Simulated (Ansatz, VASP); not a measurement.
MgO in VASP and in Ansatz

```
CELL_PARAMETERS angstrom
3.31529 0.00000 0.00000
-1.65764 2.87112 0.00000
0.00000 0.00000 10.24310
ATOMIC_POSITIONS crystal
Mg 0.33333 0.66667 0.00316
Mg 0.33333 0.66667 0.50316
Mg 0.66667 0.33333 0.25316
Mg 0.66667 0.33333 0.75316
O 0.33333 0.66667 0.19914
O 0.33333 0.66667 0.69914
O 0.66667 0.33333 0.44914
O 0.66667 0.33333 0.94914
```

Alike in both runs: task single point; functional PBE; k mesh 9 × 9 × 4; occupations gaussian, width 0.05 eV; no spin polarisation.

|  | VASP | Ansatz |
| --- | --- | --- |
| version | VASP 6.6.1 | Ansatz 0.2.0 |
| potentials or method | VASP PAW PBE potentials, release 64 (Mg, O) | scalar-relativistic, plane waves, PAW |
| plane-wave cutoff (eV) | 520 | 520 |
| valence electrons in the cell | 32 | 64 |

Ansatz gave:

```
gap on the k mesh at the Fermi level (eV) : 3.41
least direct gap on the mesh (eV)         : 3.41
pressure (GPa)                            : 0.0
```

Question: Which values does VASP return?

Answer: gap on the k mesh at the Fermi level (eV): 3.39; least direct gap on the mesh (eV): 3.39; pressure (GPa): -0.4.

The two sets of potentials don't hold the same shells in valence.

Caveats: an odd mesh through Γ misses points on the zone boundary, where band edges often lie.
